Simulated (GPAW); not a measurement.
A run of GPAW 26.7.0:

File run.py:

```python
from ase.dft.bandgap import bandgap
from ase.io import read, write
from ase.units import GPa
from gpaw import GPAW, PW

atoms = read('SiC.xyz')

calc = GPAW(mode=PW(600),
            xc='PBE',
            kpts={'size': (8, 8, 4), 'gamma': True},
            occupations={'name': 'fermi-dirac', 'width': 0.05},
            nbands=18,
            maxiter=120,
            txt='gpaw.txt')
atoms.calc = calc
energy = atoms.get_potential_energy()
forces = atoms.get_forces()
stress = atoms.get_stress()
calc.write('gs.gpw')
write('result.traj', atoms)
print(f'Energy: {energy:.6f} eV')
print('Forces (eV/A):')
print(forces.round(4))
print('Stress (GPa):', (stress / GPa).round(3))
print('Fermi level:', round(calc.get_fermi_level(), 4), 'eV')
print(f'Gap: {bandgap(calc)[0]:.4f} eV, direct: {bandgap(calc, direct=True)[0]:.4f} eV')
```

SiC.xyz

```xyz
4
Lattice="3.0760000000 0.0000000000 0.0000000000 -1.5380000000 2.6638941420 0.0000000000 0.0000000000 0.0000000000 5.0480000000" Properties=species:S:1:pos:R:3 pbc="T T T"
Si     1.5380000002      0.8879647139      2.5240000000
Si    -0.0000000002      1.7759294281      0.0000000000
C      1.5380000002      0.8879647139      4.4674800000
C     -0.0000000002      1.7759294281      1.9434800000
```

Potentials or basis: GPAW PAW data sets (gpaw-data 1.2.1), pw.

Command:

```sh
$ OMP_NUM_THREADS=1 python run.py
```

Hardware: 1 thread of Arm Neoverse V2 (shared host).

Q: How long does it take, and how much memory?

A: It took 13 s on 1 thread of Arm Neoverse V2 (shared host), peak memory 0.18 GiB. Counts: scf iterations 8, plane waves 1392, bands 18, k points 35.
